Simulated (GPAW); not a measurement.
BN, 4 atoms in the cell. Symmetry: P6_3/mmc, No. 194, hexagonal system. The conventional cell has a = 2.498 Å, b = 2.498 Å, c = 6.636 Å, α = 90.00°, β = 90.00°, γ = 120.00°. N (site symmetry -6m2) has 3 B at 1.44 Å as nearest neighbours. B (site symmetry -6m2) is surrounded by 3 N at 1.44 Å. 

```yaml
Program: GPAW 26.7.0
Task: dielectric tensor
Functional: PBE
Potentials_or_basis: GPAW PAW data sets (gpaw-data 1.2.1)
Cutoff: 650 eV
Basis: pw
k_mesh: 10 × 10 × 4
Occupations: fermi-dirac, width 0.001 eV
Spin: no spin polarisation
Response_ecut: 80 eV
Maxiter: 150
Response_k_mesh: 19 × 19 × 7
Response_bands: 48
Kernels: "[\"RPA\"]"
Coarser_k_mesh: 19 × 19 × 7
```

Potentials or basis: GPAW PAW data sets (gpaw-data 1.2.1), pw.

Run with:

```bash
$ OMP_NUM_THREADS=1 python run.py
```

Hardware: 1 thread of INTEL(R) XEON(R) PLATINUM 8581C CPU @ 2.30GHz (Emerald Rapids), with other jobs on the host.

Estimate the wall time of this run.

Wall time 3.8 min on 1 thread of INTEL(R) XEON(R) PLATINUM 8581C CPU @ 2.30GHz (Emerald Rapids), with other jobs on the host, peak memory 0.67 GiB. Counts: scf iterations 26, plane waves 1370, bands 18, k points 50.
